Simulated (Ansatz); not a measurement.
An element in the diamond structure gives these cold pressures by all-electron LAPW under PBE (Ansatz 0.2.0, scalar-relativistic, no spin polarisation).

```json
{"V (Å³/atom)": "141.12", "P (GPa)": "0.00"}
{"V (Å³/atom)": "134.06", "P (GPa)": "0.06"}
{"V (Å³/atom)": "119.95", "P (GPa)": "0.20"}
{"V (Å³/atom)": "105.84", "P (GPa)": "0.44"}
{"V (Å³/atom)": "91.73", "P (GPa)": "0.82"}
{"V (Å³/atom)": "77.61", "P (GPa)": "1.46"}
{"V (Å³/atom)": "63.50", "P (GPa)": "2.65"}
{"V (Å³/atom)": "56.45", "P (GPa)": "3.68"}
```

(1) Which element is it?

## Answers

(1) Rb. Its zero-pressure volume in this structure is near 141.1 Å³/atom; the volume and the steepness of P(V) together point to it, though neighbours can come close. Other candidates weren't computed, and some may come near.
